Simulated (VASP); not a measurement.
# Si: elastic constants with PBEsol

Si:

```
Si
1.0
     2.62054    0.00000    0.00000
    -1.31027    2.26946    0.00000
     0.00000    0.00000    2.46635
Si
1
Direct
  0.00000 0.00000 0.00000
```

This isn't the form of Si at room conditions, which is diamond.

```json
{"Program": "VASP 6.6.1", "Task": "elastic constants", "Functional": "PBEsol", "Potentials or basis": "VASP PAW PBE potentials, release 64 (Si)", "Cutoff": "600 eV", "k mesh": "9 × 9 × 8", "Occupations": "fermi-dirac, width 0.05 eV", "Spin": "no spin polarisation", "Ions in elastic constants": "relaxed", "Further INCAR settings": "ALGO = Normal; EDIFF = 1e-08; IBRION = 6; POTIM = 0.015; NSW = 1; ISIF = 3"}
```

The relaxed volume is 14.68 Å³/atom. The relaxed cell is a = 2.615 Å, b = 2.615 Å, c = 2.480 Å, α = 90.00°, β = 90.00°, γ = 120.00°. The space group after relaxing (to 0.05 Å) is P6/mmm (No. 191) and the voigt bulk modulus is 120 GPa.

The path:
| step | energy change (eV) | largest force (eV/Å) | pressure (GPa) | volume (Å³) |
| --- | --- | --- | --- | --- |
| 1 | 0.0000 | 0.0000 | 0.11 | 14.67 |
| 2 | -0.0005 | 0.0000 | -0.08 | 14.69 |
| 3 | -0.0005 | 0.0000 | -0.05 | 14.69 |
| 4 | -0.0005 | 0.0000 | -0.05 | 14.69 |
| 5 | -0.0005 | 0.0000 | 0.03 | 14.68 |
| 6 | -0.0005 | 0.0000 | 0.01 | 14.68 |
| 7 | -0.0005 | 0.0000 | 0.01 | 14.68 |
| 8 | -0.0005 | 0.0000 | 0.00 | 14.68 |

Final structure:
```
Si
1.0
     2.61461    0.00000    0.00000
    -1.30730    2.26432    0.00000
     0.00000    0.00000    2.47966
Si
1
Cartesian
  1.3073 2.2643 0.0000
```

Elastic tensor in Voigt notation (GPa, in the Cartesian axes of the cell as first typed):
```
237 108  15   0   0   0
108 237  15   0   0   0
 15  15 332   0   0   0
  0   0   0  99   0   0
  0   0   0   0  99   0
  0   0   0   0   0  65
```

Clamped-ion elastic tensor (GPa):
```
237 108  15   0   0   0
108 237  15   0   0   0
 15  15 332   0   0   0
  0   0   0  99   0   0
  0   0   0   0  99   0
  0   0   0   0   0  65
```

It took 57 s on 1 thread of Intel(R) Xeon(R) Platinum 8488C (Sapphire Rapids), with other jobs on the host, peak memory 0.16 GiB.

Caveat: the PAW data sets were made with another functional, which shifts forces and pressure a little.
